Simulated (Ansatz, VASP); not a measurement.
One calculation of Be, two programs

File INCAR:

```
SYSTEM = Be
  ALGO = Normal
  EDIFF = 1E-7
  ENCUT = 520
  GGA = PE
  ISIF = 2
  ISMEAR = 0
  LASPH = .True.
  LCHARG = .False.
  LREAL = .False.
  LWAVE = .False.
  NBANDS = 9
  NELM = 100
  PREC = Accurate
  SIGMA = 0.05
```

File KPOINTS:

```
k-points
0
Gamma
  18 18 10
  0 0 0
```

File POSCAR:

```
Be
1.0
    2.3301211831      0.0000000000      0.0000000000
   -1.1650605915      2.0179441385      0.0000000000
    0.0000000000      0.0000000000      3.6544962781
Be
2
Direct
    0.3333333333      0.6666666667      0.2500000000
    0.6666666667      0.3333333333      0.7500000000
```

Input for Ansatz:

```yaml
crystal:
  lattice:
    - [2.3301211831, 0.0, 0.0]
    - [-1.1650605915, 2.0179441385, 0.0]
    - [0.0, 0.0, 3.6544962781]
  atoms:
    - { symbol: Be, position: [0.3333333333, 0.6666666667, 0.25] }
    - { symbol: Be, position: [0.6666666667, 0.3333333333, 0.75] }
basis:
  ecutwfc: 420
  fft_grid_basis: typed
kpoints:
  mp_grid: { grid: [18, 18, 10] }
hamiltonian:
  xc: pbe
scf:
  occupations: { method: gaussian, width: 0.05 }
output:
  forces: true
  stress: true
  eigenvalues: true
  bader: true
  write_density: true
  volumetric_format: npy
  elf: true
```

Alike in both runs: task single point; functional PBE; k mesh 18 × 18 × 10; occupations gaussian, width 0.05 eV; no spin polarisation.

|  | VASP | Ansatz |
| --- | --- | --- |
| version | VASP 6.6.1 | Ansatz 0.2.0 |
| potentials or method | VASP PAW PBE potentials, release 64 (Be) | scalar-relativistic, plane waves, PAW |
| plane-wave cutoff (eV) | 520 | 420 |
| valence electrons in the cell | 4 | 4 |

Ansatz gave:

| Item | Value |
| --- | --- |
| gap on the k mesh at the Fermi level (eV) | none |
| pressure (GPa) | -8.9 |
| largest component of the traceless stress (GPa) | 0.91 |

**Question.** Which values does VASP return?

**Answer.** gap on the k mesh at the Fermi level (eV): none; pressure (GPa): -8.8; largest component of the traceless stress (GPa): 0.93.

A gap of «none» marks a metal or a gap that the smearing closes.
